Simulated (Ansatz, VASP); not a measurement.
## Ni: VASP beside Ansatz

```
CELL_PARAMETERS angstrom
2.44802 0.00000 0.00000
-1.22401 2.12005 0.00000
0.00000 0.00000 4.07281
ATOMIC_POSITIONS crystal
Ni 0.66667 0.33333 0.75000
Ni 0.33333 0.66667 0.25000
```

Alike in both runs: task single point; functional LDA; k mesh 12 × 12 × 7; occupations fermi-dirac, width 0.05 eV; collinear spin.

```csv
,VASP,Ansatz
version,VASP 6.6.1,Ansatz 0.2.0
potentials or method,"VASP PAW LDA potentials, release 64 (Ni), cutoff 520 eV","all-electron LAPW, scalar-relativistic"
```

Ansatz gave:

* gap on the k mesh at the Fermi level (eV): none
* pressure (GPa): -11.0
* largest component of the traceless stress (GPa): 2.37
* net moment per atom (μB): 0.62
* size of the moment on the site where the two differ most (μB): 0.64

Question: Which values does VASP return?

Answer: gap on the k mesh at the Fermi level (eV): none; pressure (GPa): -11.0; largest component of the traceless stress (GPa): 2.15; net moment per atom (μB): 0.58; size of the moment on the site where the two differ most (μB): 0.59.

Site moments also hang on the region over which each program counts them. A gap of «none» marks a metal or a gap that the smearing closes. Ansatz ran all-electron here, so the differences hold the error of VASP's frozen core and of both bases.
